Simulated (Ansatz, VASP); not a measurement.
# RuS2 (Laurite): VASP beside Ansatz, part 2 of 2

One calculation is typed for both programs; each brings its own data sets. How far apart do they land? The cell is taken from a series of runs on this material, whose earlier steps may have relaxed, scaled, displaced or heated it; both programs get it as it stands.

VASP 6.6.1 and Ansatz 0.2.0.

So far: Set-up; Ansatz: relaxation of cell and atoms, PBE with D3(BJ).

## 3. VASP: relaxation of cell and atoms, PBE with D3(BJ)

Level of this step: PBE with D3(BJ), no spin polarisation; plane waves and PAW (Ru_pv, S) (VASP).

The same cell, functional, mesh and smearing now go to VASP, with its own data sets.

Lines of VASP's logs that name or quote its potential files are left out, and so is its time.

File INCAR:

```
SYSTEM = RuS2
PREC = Accurate
ENCUT = 500
EDIFF = 1E-07
NELM = 120
ISMEAR = 0
SIGMA = 0.02
LREAL = .FALSE.
ALGO = Normal
GGA = PE
IVDW = 12
NBANDS = 64
LASPH = .TRUE.
LORBIT = 11
LWAVE = .FALSE.
LCHARG = .FALSE.
ISIF = 3
IBRION = 2
NSW = 80
EDIFFG = -0.005
GGA_COMPAT = .FALSE.
NELMIN = 4
EFERMI = MIDGAP
KPAR = 2
```

File POSCAR:

```
RuS2
1.0
    5.6106000000      0.0000000000      0.0000000000
    0.0000000000      5.6106000000      0.0000000000
    0.0000000000      0.0000000000      5.6106000000
Ru S
4 8
Direct
    0.0000000000      0.0000000000      0.0000000000
    0.5000000000      0.0000000000      0.5000000000
    0.5000000000      0.5000000000      0.0000000000
    0.0000000000      0.5000000000      0.5000000000
    0.3883099847      0.3883099847      0.3883099847
    0.1116900153      0.6116900153      0.8883099847
    0.8883099847      0.1116900153      0.6116900153
    0.6116900153      0.8883099847      0.1116900153
    0.6116900153      0.6116900153      0.6116900153
    0.8883099847      0.3883099847      0.1116900153
    0.1116900153      0.8883099847      0.3883099847
    0.3883099847      0.1116900153      0.8883099847
```

File KPOINTS:

```
Automatic mesh
0
Gamma
4 4 4
0 0 0
```

The projector-augmented-wave data sets are Ru_pv and S (PBE family, release 64).

The run is started by

```
mpirun -np 2 vasp_std
```

Numbers of over 12 decimals in the logs are rounded to 6 here.

Log:

```text
[banner, memory and clock lines left out]
running    2 mpi-ranks, on    1 nodes
 distrk:  each k-point on    1 cores,    2 groups
 distr:  one band on    1 cores,    1 groups

 POSCAR found type information on POSCAR RuS
 POSCAR found :  2 types and      12 ions
 LDA part: xc-table for (Slater+PW92), standard interpolation
 POSCAR, INCAR and KPOINTS ok, starting setup
 FFT: planning ... GRIDC
 FFT: planning ... GRID_SOFT
 FFT: planning ... GRID
 WAVECAR not read
 entering main loop
       N       E                     dE             d eps       ncg     rms          rms(c)
DAV:   1     0.990443704382E+03    0.99044E+03   -0.55178E+04  1560   0.155E+03
DAV:   2    -0.598725621927E+01   -0.99643E+03   -0.95998E+03  1560   0.418E+02
DAV:   3    -0.763007467415E+02   -0.70313E+02   -0.68600E+02  1744   0.101E+02
DAV:   4    -0.783287086928E+02   -0.20280E+01   -0.20152E+01  1624   0.170E+01
DAV:   5    -0.783704324626E+02   -0.41724E-01   -0.41704E-01  1720   0.248E+00    0.379E+01
DAV:   6    -0.772373525676E+02    0.11331E+01   -0.10997E+01  1520   0.180E+01    0.167E+01
DAV:   7    -0.768737680758E+02    0.36358E+00   -0.50708E+00  1520   0.132E+01    0.132E+01
DAV:   8    -0.765530924561E+02    0.32068E+00   -0.10663E+00  1456   0.608E+00    0.706E-01
DAV:   9    -0.765514281196E+02    0.16643E-02   -0.72186E-02  1568   0.105E+00    0.376E-01
DAV:  10    -0.765512612078E+02    0.16691E-03   -0.61828E-03  1536   0.388E-01    0.187E-01
DAV:  11    -0.765513768189E+02   -0.11561E-03   -0.88412E-04  1560   0.138E-01    0.724E-02
DAV:  12    -0.765514017757E+02   -0.24957E-04   -0.23574E-04  1536   0.787E-02    0.543E-02
DAV:  13    -0.765513993567E+02    0.24191E-05   -0.17582E-05  1576   0.247E-02    0.225E-02
DAV:  14    -0.765513980275E+02    0.13292E-05   -0.48871E-06  1592   0.108E-02    0.633E-03
DAV:  15    -0.765513974343E+02    0.59317E-06   -0.33926E-07  1272   0.253E-03    0.326E-03
DAV:  16    -0.765513973936E+02    0.40674E-07   -0.55433E-08   704   0.984E-04
   1 F= -.82204393E+02 E0= -.82204393E+02  d E =-.822044E+02
[...]
2 F= -.82205386E+02 E0= -.82205386E+02  d E =-.993161E-03
[...]
3 F= -.82219413E+02 E0= -.82219413E+02  d E =-.150203E-01
[...]
4 F= -.82223691E+02 E0= -.82223691E+02  d E =-.427832E-02
 trial-energy change:   -0.004278  1 .order   -0.004318   -0.007826   -0.000811
 step:   1.0110(harm=  1.0068)  dis= 0.00442  next Energy=   -82.223740 (dE=-0.433E-02)
 bond charge predicted
       N       E                     dE             d eps       ncg     rms          rms(c)
DAV:   1    -0.765194748713E+02   -0.14623E-02   -0.74606E-03  1424   0.354E-01    0.995E-02
DAV:   2    -0.765194772115E+02   -0.23402E-05   -0.86489E-04  1496   0.138E-01    0.549E-02
DAV:   3    -0.765194591071E+02    0.18104E-04   -0.59512E-05  1560   0.446E-02    0.326E-02
DAV:   4    -0.765194561480E+02    0.29591E-05   -0.11891E-05  1504   0.153E-02    0.146E-02
DAV:   5    -0.765194551359E+02    0.10122E-05   -0.23171E-06  1544   0.521E-03    0.452E-03
DAV:   6    -0.765194543673E+02    0.76858E-06   -0.33437E-07  1120   0.296E-03    0.185E-03
DAV:   7    -0.765194540767E+02    0.29059E-06   -0.36746E-08   704   0.953E-04    0.968E-04
DAV:   8    -0.765194540083E+02    0.68389E-07   -0.24074E-08   704   0.648E-04
   5 F= -.82223740E+02 E0= -.82223740E+02  d E =-.432711E-02
 curvature:  -0.58 expect dE=-0.728E-09 dE for cont linesearch -0.981E-10
 trial: gam=-0.00000 g(F)=  0.388E-09 g(S)=  0.872E-09 ort = 0.130E-05 (trialstep = 0.924E+00)
 search vector abs. value=  0.135E-08
 reached required accuracy - stopping structural energy minimisation
```

OUTCAR, selected parts (step 3):

```text
ion  position               nearest neighbor table
   1  0.000  0.000  0.000-   6 2.35   7 2.35   8 2.35  10 2.35  11 2.35  12 2.35
   2  0.500  0.000  0.500-   5 2.35   7 2.35   8 2.35   9 2.35  11 2.35  12 2.35
   3  0.500  0.500  0.000-   5 2.35   6 2.35   8 2.35   9 2.35  10 2.35  12 2.35
   4  0.000  0.500  0.500-   5 2.35   6 2.35   7 2.35   9 2.35  10 2.35  11 2.35
   5  0.388  0.388  0.388-   9 2.17   3 2.35   4 2.35   2 2.35
   6  0.112  0.612  0.888-  10 2.17   3 2.35   4 2.35   1 2.35
   7  0.888  0.112  0.612-  11 2.17   2 2.35   4 2.35   1 2.35
   8  0.612  0.888  0.112-  12 2.17   2 2.35   3 2.35   1 2.35
   9  0.612  0.612  0.612-   5 2.17   3 2.35   4 2.35   2 2.35
  10  0.888  0.388  0.112-   6 2.17   3 2.35   4 2.35   1 2.35
  11  0.112  0.888  0.388-   7 2.17   2 2.35   4 2.35   1 2.35
  12  0.388  0.112  0.888-   8 2.17   2 2.35   3 2.35   1 2.35

  LATTYP: Found a simple cubic cell.
 ALAT       =     5.6106000000

 Subroutine GETGRP returns: Found 24 space group operations
 (whereof  6 operations were pure point group operations)

The static configuration has the point symmetry S_6 .
 The point group associated with its full space group is T_h .

 Found     11 irreducible k-points:

   k-points           NKPTS =     11   k-points in BZ     NKDIM =     11   number of bands    NBANDS=     64

   dimension x,y,z NGX =    42 NGY =   42 NGZ =   42
   dimension x,y,z NGXF=    84 NGYF=   84 NGZF=   84

   ENCUT  =  500.0 eV  36.75 Ry    6.06 a.u.  10.23 10.23 10.23*2*pi/ulx,y,z

   NELECT =     104.0000    total number of electrons

 k-points in reciprocal lattice and weights: Automatic mesh
   0.00000000  0.00000000  0.00000000       0.016
   0.25000000  0.00000000  0.00000000       0.094
   0.50000000  0.00000000  0.00000000       0.047
   0.25000000  0.25000000  0.00000000       0.188
   0.50000000  0.25000000  0.00000000       0.094
  -0.25000000  0.50000000  0.00000000       0.094
   0.50000000  0.50000000  0.00000000       0.047
   0.25000000  0.25000000  0.25000000       0.125
   0.50000000  0.25000000  0.25000000       0.188
   0.50000000  0.50000000  0.25000000       0.094
   0.50000000  0.50000000  0.50000000       0.016

 Edisp (eV)   -5.70568

 average (electrostatic) potential at core
       1 -69.7526       2 -69.7526       3 -69.7526       4 -69.7526       5 -83.1522
       6 -83.1522       7 -83.1522       8 -83.1522       9 -83.1522      10 -83.1522
      11 -83.1522      12 -83.1522

 E-fermi :   9.4229

 k-point     1 :       0.0000    0.0000    0.0000
  band No.  band energies     occupation
    ...
     48       8.4983      2.00000
     49       8.5713      2.00000
     50       8.5713      2.00000
     51       8.5713      2.00000
     52       8.8852      2.00000
     53       9.7276      0.00000
     54      11.7582      0.00000
     55      11.7582      0.00000
     56      11.7582      0.00000
     57      11.7842      0.00000
    ...

 k-point     2 :       0.2500    0.0000    0.0000
  band No.  band energies     occupation
    ...
     48       8.5198      2.00000
     49       8.5515      2.00000
     50       8.6736      2.00000
     51       8.8763      2.00000
     52       8.9558      2.00000
     53      10.4071      0.00000
     54      11.3481      0.00000
     55      11.6318      0.00000
     56      11.6821      0.00000
     57      11.8161      0.00000
    ...

 k-point     3 :       0.5000    0.0000    0.0000
  band No.  band energies     occupation
    ...
     48       8.6570      2.00000
     49       8.8370      2.00000
     50       8.8370      2.00000
     51       9.1183      2.00000
     52       9.1183      2.00000
     53      11.2031      0.00000
     54      11.2031      0.00000
     55      11.3862      0.00000
     56      11.3862      0.00000
     57      12.3472      0.00000
    ...

 Edisp (eV)   -5.70429

  Total      -0.00027    -0.00027    -0.00027     0.00000     0.00000     0.00000
  in kB      -0.00246    -0.00246    -0.00246     0.00000     0.00000     0.00000
  external pressure =       -0.00 kB  Pullay stress =        0.00 kB

  energy-cutoff  :      500.00
  volume of cell :      175.03
      direct lattice vectors                 reciprocal lattice vectors
     5.593744591 -0.000000000  0.000000000     0.178771123  0.000000000 -0.000000000
    -0.000000000  5.593744591 -0.000000000     0.000000000  0.178771123 -0.000000000
     0.000000000  0.000000000  5.593744591    -0.000000000  0.000000000  0.178771123

 POSITION                                       TOTAL-FORCE (eV/Angst)
 -----------------------------------------------------------------------------------
      0.00000      0.00000      0.00000         0.000000     -0.000000      0.000000
      2.79687     -0.00000      2.79687         0.000000     -0.000000      0.000000
      2.79687      2.79687     -0.00000         0.000000     -0.000000      0.000000
     -0.00000      2.79687      2.79687         0.000000     -0.000000      0.000000
      2.16467      2.16467      2.16467        -0.000018     -0.000018     -0.000018
      0.63220      3.42907      4.96155         0.000018      0.000018     -0.000018
      4.96155      0.63220      3.42907        -0.000018      0.000018      0.000018
      3.42907      4.96155      0.63220         0.000018     -0.000018      0.000018
      3.42907      3.42907      3.42907         0.000018      0.000018      0.000018
      4.96155      2.16467      0.63220        -0.000018     -0.000018      0.000018
      0.63220      4.96155      2.16467         0.000018     -0.000018     -0.000018
      2.16467      0.63220      4.96155        -0.000018      0.000018     -0.000018
 -----------------------------------------------------------------------------------
    total drift:                                0.000000     -0.000000     -0.000000

  FREE ENERGIE OF THE ION-ELECTRON SYSTEM (eV)
  ---------------------------------------------------
  free  energy   TOTEN  =       -82.2237401934 eV

  energy  without entropy=      -82.2237401934  energy(sigma->0) =      -82.22374019

 reached required accuracy - stopping structural energy minimisation

 total charge
# of ion       s       p       d       tot
------------------------------------------
    1        0.337   6.320   6.144  12.801
    2        0.337   6.320   6.144  12.801
    3        0.337   6.320   6.144  12.801
    4        0.337   6.320   6.144  12.801
    5        1.343   2.304   0.000   3.646
    6        1.343   2.304   0.000   3.646
    7        1.343   2.304   0.000   3.646
    8        1.343   2.304   0.000   3.646
    9        1.343   2.304   0.000   3.646
   10        1.343   2.304   0.000   3.646
   11        1.343   2.304   0.000   3.646
   12        1.343   2.304   0.000   3.646
--------------------------------------------------
tot         12.088  43.708  24.577  80.373

[... 3 further parts left out ...]
```

CONTCAR:

```
RuS2
   1.00000000000000
     5.5937445913072743   -0.0000000000000000    0.0000000000000000
    -0.0000000000000000    5.5937445913072743   -0.0000000000000000
     0.0000000000000000    0.0000000000000000    5.5937445913072743
  Ru              S
     4     8
Direct
     0.0000000000000000    0.0000000000000000    0.0000000000000000
     0.5000000000000000    0.0000000000000000    0.5000000000000000
     0.5000000000000000    0.5000000000000000    0.0000000000000000
     0.0000000000000000    0.5000000000000000    0.5000000000000000
     0.3869810178753456    0.3869810178753456    0.3869810178753456
     0.1130189821246543    0.6130189821246543    0.8869810178753457
     0.8869810178753457    0.1130189821246543    0.6130189821246543
     0.6130189821246543    0.8869810178753457    0.1130189821246543
     0.6130189821246543    0.6130189821246543    0.6130189821246543
     0.8869810178753457    0.3869810178753456    0.1130189821246543
     0.1130189821246543    0.8869810178753457    0.3869810178753456
     0.3869810178753456    0.1130189821246543    0.8869810178753457
```

This run has no spin polarisation, so a moment on Ru, if there is one, isn't seen. The run keeps the 24 symmetry operations of its start, so it cannot find a distortion of lower symmetry.

## 4. Differences

Known differences besides the potentials themselves: the data sets hold 112 valence electrons in Ansatz (on its default PAW (the set named soft_2) files) and 104 in VASP; the cutoff is 420 eV in Ansatz and 500 eV in VASP; Ansatz adds a Pulay correction to the stress that steers its cell, VASP none. Total energies have different zeros and are not compared.

Both answers:

```
                                         quantity  Ansatz    VASP  difference
                                      volume (Å³)  175.30  175.03     +0.15 %
edge a after relaxation, in the typed setting (Å)   5.597   5.594     +0.05 %
```

## 5. What came out

* difference in volume (relaxation of cell and atoms, PBE with D3(BJ)): 0.15 %

The difference in volume is 0.15 % (relaxation of cell and atoms, PBE with D3(BJ)), within the 1.2 % picked in this series as the mark of a large difference, as far as the stopping tolerances let one tell. The data sets hold unlike numbers of valence electrons (112 in Ansatz and 104 in VASP), so part of the differences comes from the potentials. 3 further runs of this series are not shown here. Such differences can come from data sets, numerical settings and the points named under the comparisons, not from the functional's error against experiment.

[Lines on the potential files, build, host, timing and source positions are cut from VASP's logs without a mark.]

[Logs are printed without paths, hosts, clocks, repeated set-up lines and the standing remarks that a program may print on its own settings, such as how far it seeks lower states.]

[Hosts, paths, dates, database ids (printed as entryN), source tags and the programs' standing remarks are cut or masked in the printed files.]
